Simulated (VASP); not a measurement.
# SrCl2 in VASP: further runs, part 2 of 2

VASP 6.6.1. The steps go on from the part before.

## Step 3: Single point, PBE+D3(BJ) (the clean substrate in the cell of the map)

The input, INCAR:

```
PREC = Accurate
ENCUT = 520
EDIFF = 1E-6
ISMEAR = 0
SIGMA = 0.05
LREAL = False
LASPH = True
NELM = 100
ALGO = Fast
ISIF = 2
LWAVE = False
LCHARG = False
LDIPOL = True
IDIPOL = 3
DIPOL = 0.5 0.5 0.285
GGA = PE
IVDW = 12
NBANDS = 33
```

The input, KPOINTS:

```
regular mesh
0
Gamma
  6 6 1
```

The input, POSCAR:

```
SrCl2
1.0
    4.9195063087      0.0000000000      0.0000000000
   -2.4597531544      4.2604174374      0.0000000000
    0.0000000000      0.0000000000     24.6567520444
Cl Sr
4 2
Direct
    0.0000000000      0.0000000000      0.1622273685
    0.3333333333      0.6666666667      0.2436809207
    0.6666666667      0.3333333333      0.3239083636
    0.0000000000      0.0000000000      0.4098979471
    0.6666666667      0.3333333333      0.2029541446
    0.3333333333      0.6666666667      0.3646932366
```

Potentials or basis: VASP PAW PBE potentials, release 64 (Cl, Sr_sv).

Command:

```sh
$ cat potpaw_PBE.64/Cl/POTCAR potpaw_PBE.64/Sr_sv/POTCAR > POTCAR
$ mpirun -np 1 vasp_std > vasp.out
```

OUTCAR:

```text
PREC = Accurate
   ENCUT = 520
   EDIFF = 1E-6
   ISMEAR = 0
   LREAL = False
   LASPH = True
   NELM = 100
   ISIF = 2
   GGA = PE
   IVDW = 12
 IVDW          = 12

 ion  position               nearest neighbor table
   1  0.000  0.000  0.162-   5 3.01   5 3.01   5 3.01
   2  0.333  0.667  0.244-   6 2.98   5 3.01   5 3.01   5 3.01
   3  0.667  0.333  0.324-   5 2.98   6 3.01   6 3.01   6 3.01
   4  0.000  0.000  0.410-   6 3.05   6 3.05   6 3.05
   5  0.667  0.333  0.203-   3 2.98   2 3.01   2 3.01   1 3.01   1 3.01   1 3.01   2 3.01   6 4.90
                             6 4.90   6 4.90
   6  0.333  0.667  0.365-   2 2.98   3 3.01   3 3.01   3 3.01   4 3.05   4 3.05   4 3.05   5 4.90
                             5 4.90   5 4.90

  LATTYP: Found a hexagonal cell.
 ALAT       =     4.9195063087
 C/A-ratio  =     5.0120378951

  Lattice vectors:

 A1 = (   4.9195063087,   0.0000000000,   0.0000000000)
 A2 = (  -2.4597531544,   4.2604174374,   0.0000000000)
 A3 = (   0.0000000000,   0.0000000000,  24.6567520444)

Analysis of symmetry for initial positions (statically):
=====================================================================
 Subroutine PRICEL returns:
 Original cell was already a primitive cell.

 Routine SETGRP: Setting up the symmetry group for a
 hexagonal supercell.

 Subroutine GETGRP returns: Found  6 space group operations
 (whereof  6 operations were pure point group operations)
 out of a pool of 24 trial point group operations.

The static configuration has the point symmetry C_3v.

Analysis of symmetry for dynamics (positions and initial velocities):
=====================================================================
 Subroutine PRICEL returns:
 Original cell was already a primitive cell.

 Routine SETGRP: Setting up the symmetry group for a
 hexagonal supercell.

 Subroutine GETGRP returns: Found  6 space group operations
 (whereof  6 operations were pure point group operations)
 out of a pool of 24 trial point group operations.

The dynamic configuration has the point symmetry C_3v.

 Subroutine INISYM returns: Found  6 space group operations
 (whereof  6 operations are pure point group operations),
[... 121 lines left out ...]
  volume of cell :      516.78
 maximum number of plane-waves:     13950
 NGX is ok and might be reduce to    40
   NGX = 19   NGY = 19   NGZ = 91

 dipolmoment           0.000000      0.000000     -0.000001 electrons x Angstroem

 number of electron      47.9999998 magnetization

 dipolmoment           0.000000      0.000000      0.039921 electrons x Angstroem

 Free energy of the ion-electron system (eV)
  ---------------------------------------------------
  ext. energy  EPLUGINS =         0.00000000
  ---------------------------------------------------
  free energy    TOTEN  =       -25.15284906 eV

  energy without entropy =      -25.15284906  energy(sigma->0) =      -25.15284906

 E-fermi :  -4.4468     XC(G=0):  -3.1894

 val. band max:       -4.7344118817   @ k =   0.5000   0.0000   0.0000
 cond. band min:       0.4502454678   @ k =   0.0000   0.0000   0.0000
 fundamental gap:      5.1846573495
 Fermi energy:        -4.4468360914

 k-point     1 :       0.0000    0.0000    0.0000
  band No.  band energies     occupation
      1     -37.7259      2.00000
      2     -37.6946      2.00000
      3     -19.9259      2.00000
      4     -19.7658      2.00000
      5     -19.6876      2.00000
      6     -19.6876      2.00000
[... 241 lines left out ...]
     32       2.8730      0.00000
     33       2.8983      0.00000

------------------------ aborting loop because EDIFF is reached ----------------------------------------

 vacuum level on the upper side and lower side of the slab       (xc-potential included)        -0.018        -0.381

 Edisp (eV)   -0.96380

 E8    (eV) :    -0.4342

  FORCE on cell =-STRESS in cart. coord.  units (eV):
  Direction    XX          YY          ZZ          XY          YZ          ZX
  --------------------------------------------------------------------------------------
  -------------------------------------------------------------------------------------
  Total      -2.22423    -2.22423     0.32176     0.00000     0.00000     0.00000
  in kB      -6.89573    -6.89573     0.99754     0.00000     0.00000     0.00000
  external pressure =       -4.26 kB  Pullay stress =        0.00 kB

 VOLUME and BASIS-vectors are now :
 -----------------------------------------------------------------------------
  energy-cutoff  :      520.00
  volume of cell :      516.78
      direct lattice vectors                 reciprocal lattice vectors
     4.919506309  0.000000000  0.000000000     0.203272430  0.117359392  0.000000000
    -2.459753154  4.260417437  0.000000000     0.000000000  0.234718784  0.000000000
     0.000000000  0.000000000 24.656752044     0.000000000  0.000000000  0.040556842

 POSITION                                       TOTAL-FORCE (eV/Angst)
 -----------------------------------------------------------------------------------
      0.00000      0.00000      4.00000        -0.000000      0.000000     -0.236291
     -0.00000      2.84028      6.00838        -0.000000     -0.000000      0.030585
      2.45975      1.42014      7.98653        -0.000000      0.000000     -0.005612
      0.00000      0.00000     10.10675        -0.000000      0.000000      0.015432
      2.45975      1.42014      5.00419         0.000000     -0.000000      0.183390
     -0.00000      2.84028      8.99215        -0.000000      0.000000      0.012495
 -----------------------------------------------------------------------------------
    total drift:                                0.000000      0.000000     -0.000536

  FREE ENERGIE OF THE ION-ELECTRON SYSTEM (eV)
  ---------------------------------------------------
  free  energy   TOTEN  =       -26.1166450507 eV

  energy  without entropy=      -26.1166450507  energy(sigma->0) =      -26.11664505

 vacuum level on the upper side and lower side of the slab         2.361         2.004
```

OSZICAR:

```text
N       E                     dE             d eps       ncg     rms          rms(c)
DAV:   1     0.435661709216E+03    0.43566E+03   -0.18171E+04   502   0.110E+03
DAV:   2     0.448166727097E+02   -0.39085E+03   -0.37887E+03   691   0.252E+02
DAV:   3    -0.234866407408E+02   -0.68303E+02   -0.67986E+02   682   0.969E+01
[... 22 lines left out ...]
RMM:  26    -0.251528265811E+02   -0.10022E-04   -0.45526E-06   552   0.102E-02    0.684E-03
RMM:  27    -0.251528425129E+02   -0.15932E-04   -0.25089E-06   475   0.608E-03    0.354E-03
RMM:  28    -0.251528457293E+02   -0.32164E-05   -0.14230E-06   437   0.428E-03    0.209E-03
RMM:  29    -0.251528484171E+02   -0.26878E-05   -0.12106E-06   428   0.434E-03    0.331E-03
RMM:  30    -0.251528490551E+02   -0.63807E-06   -0.49348E-07   402   0.284E-03
   1 F= -.26116645E+02 E0= -.26116645E+02  d E =-.101673E-16
```

stdout:

```text
POSCAR found type information on POSCAR ClSr
 POSCAR found :  2 types and       6 ions
 scaLAPACK will be used
 LDA part: xc-table for (Slater+PW92), standard interpolation
 POSCAR, INCAR and KPOINTS ok, starting setup
 FFT: planning ... GRIDC
 FFT: planning ... GRID_SOFT
 FFT: planning ... GRID
 WAVECAR not read
 entering main loop
```

Run time: 4.1 min. Hardware: 1 thread of Intel Xeon 6975P-C (Granite Rapids), shared host; peak memory 0.66 GiB.

Results:

```yaml
Free_energy: -26.1166 eV
Largest_force: 0.236 eV/Å
Band_gap_on_the_k_mesh: 5.18 eV, indirect (least direct gap 5.45 eV)
Dispersion_energy_per_atom: -0.161 eV
```

Forces in eV/Å, atoms in the order of the input:
```
Cl   0.000  0.000 -0.236
Cl   0.000  0.000  0.031
Cl   0.000  0.000 -0.006
Cl   0.000  0.000  0.015
Sr   0.000  0.000  0.183
Sr   0.000  0.000  0.012
```

Levels at points of the mesh, in eV from the valence-band top:
```csv
k point,band 20,band 21,band 22,band 23,band 24,band 25,band 26,band 27,band 28,band 29
"(0.00, 0.00, 0.00)",-0.53,-0.53,-0.29,-0.27,-0.27,5.18,5.78,6.31,6.31,6.66
"(0.50, 0.00, 0.00)",-0.55,-0.48,-0.44,-0.16,0.00,5.87,6.42,6.61,6.91,6.94
```
